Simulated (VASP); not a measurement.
Runs of VASP 6.6.1 on ZnS (Wurtzite-6H). The structure is hexagonal, space group P6_3mc (No. 186). Conventional cell: a = 3.812 Å, b = 3.812 Å, c = 18.690 Å, α = 90.00°, β = 90.00°, γ = 120.00°. Zn (site symmetry 3m) has 4 S at 2.33 to 2.34 Å as nearest neighbours. Zn (site symmetry 3m) has 4 S at 2.33 to 2.34 Å as nearest neighbours. Around Zn (site symmetry 3m) lie 4 S at 2.33 to 2.34 Å. S (site symmetry 3m) is surrounded by 4 Zn at 2.33 to 2.34 Å. Around S (site symmetry 3m) lie 4 Zn at 2.33 to 2.34 Å. S (site symmetry 3m) is surrounded by 4 Zn at 2.33 to 2.34 Å. 

```csv
task,level,cell,cutoff (eV),smearing,gap on the mesh (eV),pressure (GPa),relaxed volume (Å³/atom),largest force (eV/Å)
relaxation of cell and atoms,PBE+D3(BJ),relaxed,600,fermi-dirac 0.05 eV,2.20,0.0,(b),0.02
relaxation of cell and atoms,revPBE+D3,relaxed,600,fermi-dirac 0.05 eV,2.37,0.0,19.25,0.01
relaxation of cell and atoms,RPBE+D3(BJ),relaxed,600,fermi-dirac 0.05 eV,(c),0.0,(a),0.01
relaxation of cell and atoms,PBE+D3,relaxed,600,fermi-dirac 0.05 eV,2.18,0.0,19.52,-
relaxation of cell and atoms,revPBE,relaxed,600,fermi-dirac 0.05 eV,2.04,-0.1,20.77,0.01
single point,PBE,as given,520,gaussian 0.012 eV,2.17,2.3,-,0.03
band structure,BLYP,as given,520,fermi-dirac 0.05 eV,2.18,-,-,-
single point,PBE,as given,520,gaussian 0.015 eV,2.17,2.3,-,0.03
```

Alike in all rows: potentials or basis VASP PAW PBE potentials, release 64 (Zn, S); no spin polarisation; k mesh 8 × 8 × 2.

Task: Fill in the values left out.

Result: (a) 18.16; (b) 19.47; (c) 2.68.

Caveats: the PAW data sets were made with another functional, which shifts forces and pressure a little (some runs); the cell's inner coordinates are idealised or old, which leaves forces on the atoms (some runs).

A k mesh can miss the band edges.

Not every run made on this cell is shown here.
